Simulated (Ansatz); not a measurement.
Is this Si structure a true minimum?

The cell was found from a structure generator's guess, not taken from experiment.

Theory: DFT PBE, scalar-relativistic, plane waves, PAW (Ansatz). Plane waves to 420 eV, a k mesh through Γ of 12×12×6 on the computed 6-atom cell and Gaussian smearing (0.10 eV); no spin polarisation.

The cell below (6 atoms, space group Cmce (No. 64)) is relaxed within its symmetry.

```
CELL_PARAMETERS angstrom
1.78965 -3.41851 0.00000
1.78965 3.41851 0.00000
0.00000 0.00000 8.36938
ATOMIC_POSITIONS crystal
Si 0.70030 0.29970 0.34632
Si 0.20030 0.79970 0.15368
Si 0.79970 0.20030 0.84632
Si 0.29970 0.70030 0.65368
Si 0.50000 0.50000 0.00000
Si 0.00000 0.00000 0.50000
```

For the test a repeat of it with 12 atoms (edges 3.86, 6.36, 8.37 Å) was strained at random (σ = 1.5 % a component), the atoms were moved at random (σ = 0.05 Å), and all was relaxed again on a coarse 6×4×4 mesh (in the run’s order of axes) with 0.20 eV smearing, with no symmetry imposed.

Task: What happens?

Result: It doesn't return. The energy falls by 155 meV/atom on that mesh, the volume changes by 6.2 %, and the end has space group P6_222 (No. 180) at a loose tolerance. Relaxed again on a 12×12×12 mesh with 0.10 eV smearing, the new structure lies 153 meV/atom below the first (mesh in the axes of the run's cell; the cell below is made exact in the group named). Space group P6_222 (No. 180), hexagonal, a = 3.905 Å, c = 4.117 Å. Si is surrounded by 4 Si at 2.39 Å.

Space group P6_222 (No. 180). a = 3.905 Å, b = 3.905 Å, c = 4.117 Å, α = 90.00°, β = 90.00°, γ = 120.00°
```json
{"atom": "Si", "site": "3c", "symmetry": "222", "x": "0.0000", "y": "0.5000", "z": "0.6667"}
```
